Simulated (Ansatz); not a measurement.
# Zn (Fm-3m) in Ansatz: reference runs

How does Zn come out in PBEsol? The cell is run as given and disturbed.

All numbers are computed with Ansatz 0.2.0; they aren't measurements. Logs are shortened: lines on timing, memory, paths and dates and some standing lists are left out, and cuts for length are marked.

## Step 1: The crystal as given

It takes space group Fm-3m (No. 225, cubic). The conventional cell has a = 3.930 Å, b = 3.930 Å, c = 3.930 Å, α = 90.00°, β = 90.00°, γ = 90.00°. Zn (site symmetry m-3m) is surrounded by 12 Zn at 2.78 Å.

This isn't the form of Zn at room conditions, which is hcp.

## Step 2: Single point, PBEsol

input.yaml

```yaml
crystal:
  lattice:
    - [0.0, 1.964776, 1.964776]
    - [1.964776, 0.0, 1.964776]
    - [1.964776, 1.964776, 0.0]
  atoms:
    - { symbol: Zn, position: [0.0, 0.0, 0.0] }
hamiltonian:
  xc: pbesol
  pseudopotentials: { kind: paw }
kpoints:
  mp_grid: { grid: [12, 12, 12] }
scf:
  occupations: { method: fermi_dirac, width: 0.05 }
output:
  forces: true
  stress: true
  eigenvalues: true
```

Potentials or basis: Ansatz PAW.

On the command line:

```bash
$ ansatz run input.yaml --threads 2 --pin off --max-ram 5632MiB --backend cpu --events-out ev --progress --plain --runs-dir out
```

Standard output:

```text
Warning: RAYON_NUM_THREADS=2 ignored (pool sized by the plan → 2); use --threads N
Engine: ansatz 0.2.0, aarch64-unknown-linux-gnu
Pseudopotentials: kind: paw
Pseudopotential: Zn, paw, valence charge 12, recommended cutoff 420 eV (normal), Zn.paw.azcp
Functional definition: PBEsol
  exchange = pbesol_x
  correlation = pbesol_c
Crystal: 1 atoms, lattice volume = 15.169 Å³
Basis set: ecut = 420 eV, 307 PW (Γ), exchange–correlation on 40×40×40 points (8 copies of the dense FFT grid, shifted against one another)
Bands: 10, of which v1, the nominal top of the filled ones, is band 6 counted from 1 (5 counted from 0)
Symmetry: 48 space group operations
Space group: Fm-3m (ITA 225), of the structure as read, at distance tolerance 2.5e-5 Å
k-points: 72 of 1728
Non-local potential: Zn, projectors of the file, l = 0: 2, l = 1: 2, l = 2: 3, l = 3: 1
PAW form: soft (Blöchl's): semilocal exchange-correlation on the pseudo side does not see the compensation charge
PAW frozen core: Zn, regenerated for the run's functional, and the local potential with it (the file was generated under x = pbe(κ = 0.804, μ = 0.2195149727645171), c = pbe(β = 0.06672455060314922))
PAW one-centre angular grid: Zn, 590 points (default); XC on 64 Gauss nodes
Initial density: superposition of atomic densities (neutral atoms: chi_scale 0, normalization atom), corrected by the library's trained network
Initial wavefunctions: pseudopotential atomic-orbital guess
Functional: x = pbesol(κ = 0.804, μ = 0.12345679012345678), c = pbesol(β = 0.046)
SCF iter   1: F=—  HF=-3280.854729 eV  |F-HF|=—  |Δ(HF+E_count)|=         —  Δρ=3.76e-3  dr2=1.00e-3  ethr=1.77e-3  ⟨swp⟩=4.9  Hψ=4645  notcnv=0
preconditioner: auto → none  [insulator: Δε(μ)=0.145 eV  Ē_g=16.956 eV  σ=0.050 eV  W_gap=0.56  n_scr=0 (ndim 8)  ℏωp=33.0 eV  f_vac=0.000  D(μ)=0.39/eV (n_scr^D=0)  ε∞_Penn≈4.8]
SCF iter   2: F=—  HF=-3280.854181 eV  |F-HF|=—  |Δ(HF+E_count)|=   5.48e-4  Δρ=8.27e-4  dr2=7.06e-5  ethr=8.33e-6  ⟨swp⟩=2.0  Hψ=1972  notcnv=0
SCF iter   3: F=—  HF=-3280.854113 eV  |F-HF|=—  |Δ(HF+E_count)|=   6.80e-5  Δρ=6.81e-4  dr2=2.69e-5  ethr=5.88e-7  ⟨swp⟩=2.0  Hψ=1151  notcnv=0
SCF iter   4: F=—  HF=-3280.854122 eV  |F-HF|=—  |Δ(HF+E_count)|=   8.78e-6  Δρ=3.37e-4  dr2=1.01e-5  ethr=2.24e-7  ⟨swp⟩=2.0  Hψ=1137  notcnv=0
SCF iter   5: F=—  HF=-3280.854120 eV  |F-HF|=—  |Δ(HF+E_count)|=   2.57e-6  Δρ=2.10e-4  dr2=3.84e-6  ethr=8.45e-8  ⟨swp⟩=1.1  Hψ=736  notcnv=0
SCF iter   6: F=—  HF=-3280.854118 eV  |F-HF|=—  |Δ(HF+E_count)|=   1.40e-6  Δρ=4.26e-5  dr2=1.58e-7  ethr=3.20e-8  ⟨swp⟩=2.4  Hψ=1143  notcnv=0
SCF iter   7: F=-3280.854118 eV  HF=-3280.854118 eV  |F-HF|=2.05e-9  |Δ(HF+E_count)|=   5.35e-8  Δρ=4.94e-6  dr2=2.06e-9  ethr=8.33e-10  ⟨swp⟩=4.8  Hψ=2955  notcnv=0
SCF 1 converged in 7 iterations: F = -3280.854118 eV  dr2 = 2.06e-9
SCF converged after 7 iterations
Free energy (F): -3280.854118 eV
Harris-Foulkes:  -3280.854118 eV  (|F-HF|=2.05e-9)
Internal energy: -3280.850783 eV  (E = F + TS)
E sigma→0 (E₀):  -3280.852451 eV
Entropy (-TS):   -0.003335 eV (-3.335 meV/atom)
Fermi energy:    10.807167 eV
--- Per-component energies (eV) ---
  E_band       = 47.807975
  E_kinetic    = 131.049399
  E_local      = -1530.896292  (includes V_loc(G=0)·N_el)
  E_nonlocal   = 612.014861
  E_hartree    = 640.020061
  E_xc         = -136.151510
  E_vxc        = -53.074645  (∫ρ·V_xc dr)
  E_paw        = -1788.012556  (= ΣΔE_a)
  E_vpaw       = -391.322767  (= ΣTr[D̂ρ^β])
  E_aug_tail   = -0.000371  (compensation charges beyond the density's cutoff)
  E_ewald      = -1209.671730
  E_core_change = 0.797355  (= ΣΔE_core)
  E_smearing   = -0.003335  (= −TS)
  E_closure    = -0.000000  (closes the sum)
  Σ components = -3280.854118   (vs F -3280.854118, Δ=0.00e0)
--- Forces (eV/Å), atoms counted from 1 ---
  atom   1  Zn     0.00000000     0.00000000     0.00000000
  max |Σ_I F_I| component: 1.97e-31 eV/Å
--- Stress (GPa, compression-positive) ---
       -5.191712       0.000000       0.000000
        0.000000      -5.191712      -0.000000
        0.000000       0.000000      -5.191712
  P = ⅓ Tr σ = -5.1917 GPa (-51.917 kbar)
--- Band table (eV; the first three rows and the last of 72) ---
  k-point 0: bands = ["0.4932", "3.2887", "3.2887", "3.2887", "3.6728", "3.6728", "29.0252", "29.0252", "29.0252", "29.3978"]
  k-point 1: bands = ["0.7021", "3.2721", "3.3120", "3.3120", "3.6665", "3.6665", "25.9377", "28.4149", "28.4149", "29.2315"]
  k-point 2: bands = ["1.3032", "3.2551", "3.3584", "3.3584", "3.6677", "3.6677", "21.9277", "27.5018", "27.5018", "29.0396"]
  k-point 71: bands = ["2.9435", "3.1879", "3.1879", "3.6953", "4.0304", "13.0983", "13.0983", "13.9344", "14.8932", "32.3756"]
```

Wall time 0.52 s (2 threads of Arm Neoverse V2, shared host); peak memory 0.26 GiB.

Results:

```
Free energy            : -3280.8541 eV
Pressure               : -5.2 GPa
Band gap on the k mesh : none (metal or under the smearing width)
```

Caveat: the PAW data sets come from PBE, with cores solved anew for the run's functional, which leaves a small shift of forces and pressure.

## Step 3: Single point, PBEsol (cell strained at random at fixed volume)

input.yaml

```yaml
crystal:
  lattice:
    - [0.003987, 2.004568, 1.967016]
    - [1.956653, -0.004317, 1.97532]
    - [1.927413, 1.983631, 0.024923]
  atoms:
    - { symbol: Zn, position: [-0.027773, 0.011558, 0.010019] }
hamiltonian:
  xc: pbesol
  pseudopotentials: { kind: paw }
kpoints:
  mp_grid: { grid: [12, 12, 12] }
scf:
  occupations: { method: fermi_dirac, width: 0.05 }
output:
  forces: true
  stress: true
  eigenvalues: true
  write_density: true
  write_potential: true
  elf: true
  volumetric_format: npy
```

Potentials or basis: Ansatz PAW.

On the command line:

```bash
$ ansatz run input.yaml --threads 2 --pin off --max-ram 5632MiB --backend cpu --events-out ev --progress --plain --runs-dir out
```

Run time: 6 s. Hardware: 2 threads of Arm Neoverse V2, shared host; peak memory 0.41 GiB.

It converged, with:

| Item | Value |
| --- | --- |
| Free energy | -3280.8543 eV |
| Pressure | -5.1 GPa |
| Band gap on the k mesh | none (metal or under the smearing width) |

Stress tensor (GPa, compression positive):
```
-4.93 -0.70  0.63
-0.70 -5.64  0.49
 0.63  0.49 -4.58
```

Levels at points of the mesh, in eV from the Fermi level:
| k point | band 4 | band 5 | band 6 | band 7 | band 8 | band 9 |
| --- | --- | --- | --- | --- | --- | --- |
| (0.00, 0.00, 0.00) | -7.46 | -7.16 | -7.10 | 17.82 | 18.07 | 18.30 |
| (0.00, 0.00, -0.50) | -6.85 | -6.82 | -2.73 | -1.06 | 14.51 | 15.16 |
| (0.00, -0.50, 0.00) | -6.86 | -6.84 | -2.93 | -1.46 | 14.86 | 15.76 |
| (0.00, -0.50, -0.50) | -6.79 | -6.76 | -0.75 | 2.10 | 7.99 | 8.34 |
| (-0.50, 0.00, 0.00) | -6.87 | -6.82 | -2.87 | -1.34 | 15.03 | 15.46 |
| (-0.50, 0.00, -0.50) | -6.78 | -6.77 | -1.21 | 1.40 | 8.39 | 9.08 |
| (-0.50, -0.50, 0.00) | -6.80 | -6.75 | -0.91 | 1.86 | 8.09 | 8.63 |
| (-0.50, -0.50, -0.50) | -6.86 | -6.83 | -2.90 | -1.40 | 14.75 | 15.77 |

Caveat: the PAW data sets come from PBE, with cores solved anew for the run's functional, which leaves a small shift of forces and pressure.
